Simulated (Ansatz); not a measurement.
GaSb: band structure with PBEsol

**The experiment to reproduce.**

From a printed reference work, data compilation, for a bulk crystal of GaSb at 4.2 K: band gap 0.811 eV (direct).

The system is GaSb.

```
Sb Ga
1.0
     0.00000    3.05900    3.05900
     3.05900    0.00000    3.05900
     3.05900    3.05900    0.00000
Sb Ga
1 1
Direct
  0.75000 0.75000 0.75000
  0.00000 0.00000 0.00000
```

- Program: Ansatz 0.2.0
- Task: band structure
- Functional: PBEsol
- Potentials or basis: all-electron LAPW, scalar-relativistic
- Cutoff: 278 eV (chosen from the basis error)
- Basis error allowed: 0.001 eV/atom
- k mesh: 8 × 8 × 8
- Occupations: fermi-dirac, width 0.05 eV
- Spin: no spin polarisation

| Quantity | Value |
| --- | --- |
| Pressure | -0.1 GPa |
| Band gap along the path | none (metal or under the smearing width) |

Levels at the corners of the path, in eV from the Fermi level:
```tsv
point	band 19	band 20	band 21	band 22	band 23	band 24	band 25	band 26
Γ	-11.56	-0.07	-0.05	-0.05	-0.05	2.72	2.72	2.72
X	-9.11	-6.87	-2.63	-2.63	0.80	1.11	8.64	8.64
W	-9.06	-6.73	-3.42	-3.20	3.61	4.20	4.32	4.65
K	-9.17	-6.68	-3.69	-2.25	1.29	3.78	6.52	6.76
Γ	-11.56	-0.07	-0.05	-0.05	-0.05	2.72	2.72	2.72
L	-9.93	-6.44	-1.21	-1.21	0.30	3.68	3.68	6.28
U	-9.17	-6.68	-3.69	-2.25	1.29	3.78	6.52	6.76
W	-9.06	-6.73	-3.42	-3.20	3.61	4.20	4.32	4.65
```

Run time: 22 s on 1 thread of Arm Neoverse V1, with other jobs on the host, peak memory 0.3 GiB.

Against the measured gap of GaSb, 0.811 eV (direct; 4.2 K; a printed reference work, data compilation), the calculated 0.00 eV is off by -0.81 eV. Spin-orbit coupling on Ga, Sb is left out. The value is that of PBEsol, without temperature or zero-point motion. Semilocal functionals fall short of measured gaps as a rule.

Caveat: spin-orbit coupling is left out, which moves the levels of the heavy elements; this crystal is a semiconductor, whose small gap the functional closes, so the metal is an error of the method.
